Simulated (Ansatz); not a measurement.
**Energy landscape near a As structure**

Method: DFT PBE, scalar-relativistic, plane waves, PAW (Ansatz 0.2.0).

Plane waves to 420 eV, a k mesh through Γ of 15×15×15 on the computed 2-atom cell and Gaussian smearing (0.10 eV); no spin polarisation.

Reference cell:

```
CELL_PARAMETERS angstrom
1.87975 1.08527 3.48577
-1.87975 1.08527 3.48577
0.00000 -2.17055 3.48577
ATOMIC_POSITIONS crystal
As 0.22754 0.22754 0.22754
As 0.77246 0.77246 0.77246
```

Each variant moves atoms of this cell by the vectors given, if any (Å), and then applies a symmetric strain (tensor components, Cartesian axes). The reference cell isn't relaxed at this level. Energies are per atom at zero smearing, counted from the lowest variant. Pressure is positive in compression.

1. strain (xx yy zz yz xz xy, %) 4.46 4.46 1.46 0.00 0.00 0.00; moves: As1 (0.000, 0.000, -0.150); As2 (0.000, 0.000, 0.150)
2. strain (xx yy zz yz xz xy, %) 2.87 2.87 8.87 0.00 0.00 0.00; moves: As1 (0.000, 0.000, -0.150); As2 (0.000, 0.000, 0.150)
3. strain (xx yy zz yz xz xy, %) -2.53 -2.53 -1.03 0.00 0.00 0.00; moves: As1 (0.000, 0.000, 0.060); As2 (0.000, 0.000, -0.060)
4. strain (xx yy zz yz xz xy, %) 1.06 1.06 10.06 0.00 0.00 0.00; moves: As1 (0.000, 0.000, 0.030); As2 (0.000, 0.000, -0.030)

Problem. Order the variants by energy, lowest first.

Solution. 3 (0.0 meV/atom), 4 (1.8 meV/atom), 2 (57.5 meV/atom), 1 (86.0 meV/atom).

Problem. Order them by pressure, highest first.

Solution. 3 (6.11 GPa), 1 (2.65 GPa), 2 (2.41 GPa), 4 (-4.61 GPa).